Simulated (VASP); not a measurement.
# BN: band structure with r2SCAN

The system is BN, a slab with vacuum.

```
B N
1.0
     2.50762    0.00000    0.00000
    -1.25381    2.17166    0.00000
     0.00000    0.00000   21.31785
B N
2 2
Direct
  0.66667 0.33333 0.42146
  0.33333 0.66667 0.57854
  0.33333 0.66667 0.42140
  0.66667 0.33333 0.57860
```

```json
{
 "Program": "VASP 6.6.1",
 "Task": "band structure",
 "Functional": "r2SCAN",
 "Potentials or basis": "VASP PAW PBE potentials, release 64 (B, N)",
 "Cutoff": "520 eV",
 "k mesh": "15 × 15 × 1",
 "Occupations": "gaussian, width 0.03 eV",
 "Spin": "no spin polarisation",
 "Dipole correction": "yes",
 "Further INCAR settings": "ALGO = All; EDIFF = 1e-07; NBANDS = 16"
}
```

- Largest force: 0.020 eV/Å
- Band gap on the k mesh: 5.16 eV, indirect (least direct gap 5.45 eV)
- Band gap along the path: 5.10 eV, indirect (least direct gap 5.40 eV)
- Ionisation potential of the upper face: 6.09 eV

Forces on the atoms (eV/Å):
```
B    0.000  0.000 -0.002
B    0.000  0.000  0.002
N    0.000  0.000 -0.020
N    0.000  0.000  0.020
```

Levels at points of the mesh, in eV from the valence-band top:
| k point | band 4 | band 5 | band 6 | band 7 | band 8 | band 9 | band 10 | band 11 | band 12 | band 13 |
| --- | --- | --- | --- | --- | --- | --- | --- | --- | --- | --- |
| (0.00, 0.00, 0.00) | -4.81 | -1.34 | -1.34 | -1.33 | -1.33 | 5.37 | 5.91 | 6.35 | 7.38 | 7.62 |

Run time: 5.1 min on 2 MPI ranks on Intel(R) Xeon(R) Platinum 8259CL CPU @ 2.50GHz (Skylake/Cascade Lake), with other jobs on the host, peak memory 0.32 GiB a rank.

Caveat: the PAW data sets were made with another functional, which shifts forces and pressure a little. r2SCAN opens gaps a little over a GGA but as a rule still falls short of measured ones.
